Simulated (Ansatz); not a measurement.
# From HSE06 to G0W0: PbI2 (P-3m1), part 2 of 2

Aim: the quasiparticle gap of PbI2 (P-3m1), starting from HSE06.

Ansatz 0.2.0; HSE06, then G0W0 on it, plane waves, PAW. Known limits of the many-body steps: finite bands, screening cutoff and k mesh; no spin-orbit coupling in G0W0.

So far. Step 2 (The starting point: HSE06): Over mesh and listed points the gap is 2.917 eV, direct, at k = (0.000, 0.000, 0.500).

In doubt: masses and optical values from hybrid runs of this build are listed as unsure (step 3), which bears on the screening that GW takes from such a start.

## Step 3: G0W0 on the 6×6×2 mesh

G0W0 replaces the xc potential by a self-energy built once from the orbitals of the start. Levels are corrected in the window of bands that the input names, at points of the mesh.

This step: G0W0 on HSE06, plane waves, PAW.

input.yaml

```yaml
crystal:
  lattice:
    - [4.555, 0.0, 0.0]
    - [-2.2775, 3.9447457142, 0.0]
    - [0.0, 0.0, 6.977]
  atoms:
    - { symbol: Pb, position: [0.0, 0.0, 0.0] }
    - { symbol: I, position: [0.3333333333, 0.6666666667, 0.265] }
    - { symbol: I, position: [0.6666666667, 0.3333333333, 0.735] }
kpoints:
  mp_grid: { grid: [6, 6, 2] }
hamiltonian:
  xc: hse06
scf:
  occupations: { method: fixed }
gw:
  n_empty_bands: 374
  ecut_chi: 120
  qp_bands: [v2, c2]
  qp_kpoints: band_edges
  screening: { model: contour_deformation }
```

Run with:

```console
$ ansatz run input.yaml --threads 3 --pin off --max-ram 92160MiB --backend cuda --events-out ev --progress --plain --runs-dir out --devices 1 --max-vram 13GiB  # rebuilt from the run's record
```

Numbers of over 12 decimals in the logs are rounded to 6 here.

What it wrote:

```text
GPUs: using 1 of 1 available (devices: 1).
[...]
GPU FFT provider: cuFFT
GPU libraries: cuBLAS 13.8.2, cuFFT 12.4.0, cuSOLVER 12.3.4
Crystal: 3 atoms, lattice volume = 125.365 Å³
Basis set: ecut = 420 eV, 2453 PW (Γ)
Bands: 29, of which v1, the nominal top of the filled ones, is band 24 counted from 1 (23 counted from 0)
Symmetry: 12 space group operations
[...]
k-points: 14 of 72
[...]
GPU buffer pool allocated for 49152 grid points (all kernels)
[...]
SCF iter   1: F=—  HF=-26934.180151 eV  |F-HF|=—  |Δ(HF+E_count)|=         —  Δρ=6.62e-4  dr2=5.07e-4  ethr=1.77e-3  ⟨swp⟩=2.0  Hψ=2687  notcnv=0
[...]
SCF iter   2: F=-26934.180540 eV  HF=-26934.180481 eV  |F-HF|=5.92e-5  |Δ(HF+E_count)|=   3.30e-4  Δρ=2.80e-4  dr2=1.34e-4  ethr=1.06e-6  ⟨swp⟩=6.2  Hψ=1462  notcnv=0  defer=12
SCF 1 stopped early in 2 iterations: F = -26934.180540 eV  dr2 = 1.34e-4
[...]
GPU FFT provider: cuFFT
GPU libraries: cuBLAS 13.8.2, cuFFT 12.4.0, cuSOLVER 12.3.4
[...]
GPU buffer pool allocated for 49152 grid points (all kernels)
[...]
Frozen-core exchange: fock
SCF iter   1: F=—  HF=-26947.234125 eV  |F-HF|=—  |Δ(HF+E_count)|=         —  Δρ=3.85e-3  dr2=3.06e-2  ethr=2.80e-6  ⟨swp⟩=7.6  Hψ=1997  notcnv=0
[...]
SCF iter   8: F=-26947.232056 eV  HF=-26947.232056 eV  |F-HF|=5.78e-8  |Δ(HF+E_count)|=   2.61e-6  Δρ=8.56e-6  dr2=3.14e-7  ethr=1.37e-8  ⟨swp⟩=4.0  Hψ=1097  notcnv=0
SCF 2 stopped early in 8 iterations: F = -26947.232056 eV  dr2 = 3.14e-7
hybrid outer 1: dexx = +7.733e-3 eV, tail = 2.45e-5 eV
GPU FFT provider: cuFFT
GPU libraries: cuBLAS 13.8.2, cuFFT 12.4.0, cuSOLVER 12.3.4
GPU buffer pool allocated for 49152 grid points (all kernels)
[...]
Frozen-core exchange: fock
SCF iter   1: F=—  HF=-26947.231812 eV  |F-HF|=—  |Δ(HF+E_count)|=         —  Δρ=2.93e-5  dr2=1.67e-6  ethr=2.55e-7  ⟨swp⟩=2.7  Hψ=909  notcnv=0
[...]
SCF iter   2: F=-26947.231812 eV  HF=-26947.231812 eV  |F-HF|=2.22e-9  |Δ(HF+E_count)|=   1.40e-7  Δρ=1.07e-5  dr2=9.18e-8  ethr=1.23e-10  ⟨swp⟩=3.0  Hψ=2394  notcnv=0
SCF 3 converged in 2 iterations: F = -26947.231812 eV  dr2 = 9.18e-8
[...]
NSCF: frozen V_eff on 14 k-points
Exchange-term sweep: 0 of 14 (spin, k) points
Exchange-term sweep: 1 of 14 (spin, k) points
Exchange-term sweep: 2 of 14 (spin, k) points
Exchange-term sweep: 3 of 14 (spin, k) points
Exchange-term sweep: 4 of 14 (spin, k) points
Exchange-term sweep: 5 of 14 (spin, k) points
Exchange-term sweep: 6 of 14 (spin, k) points
Exchange-term sweep: 7 of 14 (spin, k) points
Exchange-term sweep: 8 of 14 (spin, k) points
Exchange-term sweep: 9 of 14 (spin, k) points
Exchange-term sweep: 10 of 14 (spin, k) points
Exchange-term sweep: 11 of 14 (spin, k) points
Exchange-term sweep: 12 of 14 (spin, k) points
Exchange-term sweep: 13 of 14 (spin, k) points
Exchange-term sweep: 14 of 14 (spin, k) points
G₀W₀ screening: q 1/14
[... further progress lines ...]
[...]
Free energy (F): -26947.231812 eV
Frozen-core exchange: fock
[...]
Internal energy: -26947.231812 eV  (E = F + TS)
E sigma→0 (E₀):  -26947.231812 eV
Fermi energy:    4.665567 eV
[...]
--- Band table (eV; the first three rows and the last of 14) ---
  k-point 0: bands = [... 20 lower, 3.4620, 3.5404, 3.5404, 3.8094, 7.8138, 8.7406]
  k-point 1: bands = [... 20 lower, 3.3070, 3.7304, 3.7304, 4.6656, 7.5830, 8.5390]
  k-point 2: bands = [... 20 lower, 2.9768, 3.7495, 3.8741, 4.3979, 8.1939, 8.6497]
  k-point 13: bands = [... 20 lower, 1.6805, 3.7201, 3.7201, 4.5648, 8.7711, 8.7711]
  guard bands above this table: 3 of the run's 29 bands. The solve was not asked for them (output.publish_guard_bands: true or output.eigenvalues: true publishes all)
--- G₀W₀: contour deformation, 6 samples at zero and on the imaginary axis and 1 off it, 72 q-points, 374 empty bands' worth ---
  eigenvalues of the whole cell's RPA ε∞ on this k-mesh (on a slab, of 1 + 4πα/V) = 4.0033, 5.1167, 5.1167; static W/v taken at q = 0 is 0.224082
  gw.qp_kpoints: band_edges: 11 of 14 stored k-points solved, in 1 pass; an edge of the gap read off the rows below is read off those points alone
    valence top: of the k-points left out ik 10 came nearest to being solved in a further pass, in band 24 (counted from 1, as in the quasiparticle table): it holds the edge there only if its correction is more favourable than any solved in that band by at least 0.511 eV; those differ by 0.053 eV
    conduction bottom: of the k-points left out ik 5 came nearest to being solved in a further pass, in band 25 (counted from 1, as in the quasiparticle table): it holds the edge there only if its correction is more favourable than any solved in that band by at least 1.074 eV; those differ by 0.064 eV
    ik  band        ε_KS         Σx   Σc(E_QP)       V_xc       Z   E_QP_lin       E_QP  E_QP is
     0    23      3.5404   -17.3524     1.7107   -15.1822  0.7763     3.0775     3.0809  root
     0    24      3.8094   -17.4004     1.6716   -15.2938  0.7753     3.3713     3.3744  root
     0    25      7.8138    -7.2591    -3.3247   -10.6781  0.8175     7.9082     7.9081  root
     0    26      8.7406    -8.2632    -3.4481   -11.8904  0.8061     8.9202     8.9198  root
     1    23      3.7304   -17.4639     1.6461   -15.3631  0.7791     3.2725     3.2757  root
     1    24      4.6656   -17.3020     0.9783   -15.8655  0.7948     4.2048     4.2073  root
     1    25      7.5830    -7.1901    -3.3252   -10.6017  0.8205     7.6694     7.6693  root
     1    26      8.5390    -8.0675    -3.3566   -11.5973  0.8098     8.7126     8.7122  root
     2    23      3.8741   -17.4707     1.6589   -15.3647  0.7771     3.4239     3.4270  root
     2    24      4.3979   -17.3692     1.1620   -15.7428  0.7903     3.9308     3.9336  root
     2    25      8.1939    -7.5344    -3.3744   -11.0292  0.8146     8.3143     8.3141  root
     2    26      8.6497    -8.1588    -3.4219   -11.7322  0.8088     8.8015     8.8011  root
     3    23      3.6069   -17.3300     1.7004   -15.1687  0.7768     3.1426     3.1460  root
     3    24      4.4336   -17.0513     1.0730   -15.5118  0.7922     3.9644     3.9672  root
     3    25      8.2448    -7.9067    -3.3723   -11.4009  0.8132     8.3669     8.3667  root
     3    26      8.8901    -8.4955    -3.4294   -12.1142  0.8052     9.0798     9.0794  root
     4    23      3.7433   -17.4830     1.6678   -15.3565  0.7782     3.2812     3.2845  root
     4    24      4.3006   -17.0977     1.1943   -15.4278  0.7896     3.8220     3.8250  root
     4    25      8.2587    -7.6166    -3.3771   -11.1155  0.8144     8.3807     8.3805  root
     4    26      9.0889    -8.4582    -3.4492   -12.1026  0.8040     9.2845     9.2841  root
     6    23      3.7075   -17.4559     1.6763   -15.3181  0.7780     3.2427     3.2460  root
     6    24      4.2167   -17.1273     1.2663   -15.3837  0.7880     3.7362     3.7393  root
     6    25      8.2484    -7.4457    -3.3633   -10.9290  0.8150     8.3687     8.3685  root
     6    26      9.1003    -8.3648    -3.4212   -11.9799  0.8050     9.2947     9.2943  root
     7    23      3.3168   -17.1346     1.8147   -14.8464  0.7723     2.8394     2.8433  root
     7    24      3.8964   -17.0808     1.4569   -15.1357  0.7825     3.4046     3.4082  root
     7    25      8.6165    -7.7134    -3.3801   -11.2055  0.8115     8.7286     8.7285  root
     7    26      9.1458    -7.6942    -3.4181   -11.2778  0.8070     9.3117     9.3114  root
     8    23      3.7647   -17.3613     1.6894   -15.2121  0.7768     3.3016     3.3049  root
     8    24      4.3695   -17.0973     1.1391   -15.4825  0.7908     3.8909     3.8939  root
     8    25      8.7262    -8.3578    -3.4024   -11.9092  0.8097     8.8754     8.8751  root
     8    26      8.9366    -8.3660    -3.5234   -12.0578  0.8040     9.1054     9.1050  root
     9    23      3.4068   -17.0393     1.7608   -14.8025  0.7735     2.9270     2.9308  root
     9    24      4.4118   -17.3379     1.1783   -15.6946  0.7902     3.9440     3.9468  root
     9    25      8.5666    -7.9677    -3.4066   -11.5247  0.8104     8.7173     8.7169  root
     9    26      9.3160    -8.8395    -3.5865   -12.6071  0.7996     9.4975     9.4970  root
    11    23      3.5928   -17.2873     1.7385   -15.0805  0.7752     3.1210     3.1246  root
    11    24      4.2820   -17.1569     1.2118   -15.4678  0.7890     3.8015     3.8046  root
    11    25      8.7602    -7.9071    -3.4162   -11.4658  0.8095     8.9029     8.9026  root
    11    26      9.1494    -8.3216    -3.5059   -12.0017  0.8039     9.3240     9.3236  root
    13    23      3.7201   -17.4195     1.7029   -15.2518  0.7767     3.2519     3.2554  root
    13    24      4.5648   -17.4185     1.1274   -15.8208  0.7915     4.0917     4.0945  root
    13    25      8.7711    -7.7852    -3.4158   -11.3513  0.8098     8.9216     8.9213  root
    13    26      8.7711    -7.7852    -3.4158   -11.3513  0.8098     8.9216     8.9213  root
```

Wall time 60 s (1 × NVIDIA H100 80GB HBM3 (shared by 6 runs) with 3 threads of AMD EPYC 7R13 (Zen 3), shared host); peak memory 2.1 GiB; 85 s of CPU time.

This step gave:

```yaml
bands_summed: 398
rpa_eps_infinity_on_this_mesh_eigenvalues: 4.003, 5.117, 5.117
plane_waves_in_the_screening_matrix: 379
q_points_in_the_mesh: 72
g0w0_gap_over_the_corrected_points: 3.462 eV
k_of_the_valence_top: 0, 0, -0.5
k_of_the_conduction_bottom: 0, 0, -0.5
starting_gap_on_the_mesh: 2.917 eV
z_at_the_valence_top: 0.7948
z_at_the_conduction_bottom: 0.8205
least_direct_g0w0_gap_over_the_corrected_points: 3.462 eV
```

Over 11 of 14 irreducible mesh points the G0W0 gap is 3.462 eV, direct, at k = (0.000, 0.000, -0.500). The HSE06 gap of this run on the mesh is 2.917 eV. The two states that bound the G0W0 gap lie that far apart at the start, so the correction of the gap is 3.462 − 2.917 = +0.545 eV.

Labels follow the order of the start: v1 is the top filled band, c1 the lowest empty one; levels that stay degenerate share a row, the window can cut a multiplet, doubted levels are not marked in this list, bands outside the window were not corrected, and the list may be a part of the corrected levels. The levels before and after the correction (eV, zero at the valence-band top of each column):

```
       conduction bottom  valence top
HSE06               2.92         0.00
 G0W0               3.46         0.00
```

```
               level  occupation  energy (eV)
HSE06  (0 0 -0.5) v2           2       -0.935
HSE06  (0 0 -0.5) v1           2        0.000
HSE06  (0 0 -0.5) c1           0        2.917
HSE06  (0 0 -0.5) c2           0        3.873
 G0W0  (0 0 -0.5) v2           2       -0.932
 G0W0  (0 0 -0.5) v1           2        0.000
 G0W0  (0 0 -0.5) c1           0        3.462
 G0W0  (0 0 -0.5) c2           0        4.505
```

The parts of the quasiparticle energy for the two states that bound the G0W0 gap, in eV on the run's own scale (QP = start + Σx + Σc − Vxc, with Σc at the quasiparticle energy):

```
             edge                       k  band  start       Σx      Σc      Vxc      Z     QP
      valence top  (0.000, 0.000, -0.500)    24  4.666  −17.302   0.978  −15.866  0.795  4.207
conduction bottom  (0.000, 0.000, -0.500)    25  7.583   −7.190  −3.325  −10.602  0.821  7.669
```

For a hybrid start, Vxc holds its share of exact exchange.

## Step 4: Side by side

Each gap is the least one over the points named; times are wall times on shared hosts, not benchmarks. A G0W0 time includes the run's own self-consistent start. Runs with listed points see these and the mesh alone, so an edge that moves elsewhere is missed. Symmetry makes (0.000, 0.000, 0.500) and (0.000, 0.000, -0.500) one point.

```
     level   mesh       files, cutoff  bands summed, screening                            points  gap (eV)             valence top       conduction bottom  least direct gap (eV)  time
     HSE06  6×6×2  soft_2 PAW, 420 eV                        -            mesh and listed points     2.917   (0.000, 0.000, 0.500)   (0.000, 0.000, 0.500)                  2.917  28 s
G0W0@HSE06  6×6×2  soft_2 PAW, 420 eV              398, 120 eV  11 of 14 irreducible mesh points     3.462  (0.000, 0.000, -0.500)  (0.000, 0.000, -0.500)                  3.462  60 s
```

## Step 5: What came out

* HSE06 gap over mesh and listed points: 2.917 eV, direct, at k = (0.000, 0.000, 0.500)
* G0W0@HSE06 gap over 11 of 14 irreducible mesh points: 3.462 eV, direct, at k = (0.000, 0.000, -0.500)
* GW settings: 6×6×2 mesh, 374 empty bands, screening to 120 eV
* known limits: finite bands, screening cutoff and k mesh; no spin-orbit coupling in G0W0

Over 11 of 14 irreducible mesh points the G0W0 gap is 3.462 eV, direct, at k = (0.000, 0.000, -0.500). The HSE06 gap of this run on the mesh is 2.917 eV. The two states that bound the G0W0 gap lie that far apart at the start, so the correction of the gap is 3.462 − 2.917 = +0.545 eV. The valence state moves by 4.207 − 4.666 = −0.459 eV and the conduction state by 7.669 − 7.583 = +0.086 eV, on the run's own scale; how far single levels stand from their limit in bands is not shown. Both edges that HSE06 shows over mesh and listed points lie at k points where levels were corrected. Levels at other points were not corrected, so a lower G0W0 gap elsewhere in the zone is not ruled out. No second run with other bands and screening cutoff is shown, so the distance to the basis limit is not known. On another start, G0W0@PBE runs of this series (6×6×2 mesh, soft_2 PAW; not shown as steps) give 2.994 eV with 156 bands and 60 eV, 3.137 eV with 398 bands and 120 eV and 3.220 eV with 829 bands and 200 eV. G0W0 on other starts in this series, not shown as steps and not all at these settings: 3.137 eV on PBE (6×6×2, soft_2 PAW, 398 bands, 120 eV). Two runs of this series at another level, not shown as steps, test spin-orbit coupling. PBE+SOC against PBE: 1.432 − 2.216 = −0.784 eV, with the same mesh, set of files (read in its fully relativistic form for the spin-orbit run) and cutoff, and both edges at the same k points. The spin-orbit run sees mesh and listed points alone, so its gap is an upper bound: the coupling can move an edge off these points, and the change over the zone, its sign included where it is small, is not known. What spin-orbit coupling does to the G0W0 levels was not computed, so no sum with the G0W0 gap is formed. The G0W0 runs are scalar-relativistic. No pair of G0W0 runs that differ in the mesh alone is shown (6×6×2 is a supercell whose nearest images lie 14 Å apart), so the error from the mesh is not known here. G0W0 is shown with one set of atomic data (soft_2 PAW), so the error from the files is not known here.

[Paths, hosts, dates, memory and timing lines, banners, echoed tables and standing remarks are left out of the program output.]

[Logs are printed without paths, hosts, clocks, repeated set-up lines and the standing remarks that a program may print on its own settings, such as how far it seeks lower states.]

[Runs of the session that timed out or met a known fault of the program may be left out.]

[Cells called generated may have been cut or substituted from an entry of the Crystallography Open Database or the Materials Project.]

[Hosts, paths, dates, database ids (printed as entryN), source tags and the programs' standing remarks are cut or masked in the printed files.]

[Where an RPA ε∞ is given, it is that of the G0W0 mesh and is not shown converged in it. Names of k-points follow the symmetry that the program found, which can be lower than the space group named. Band edges on a path are those of the sampled points; other points can move an edge, and change direct to indirect where valleys lie close.]

[Hybrid gaps are those of their k-mesh and are not shown converged in it.]
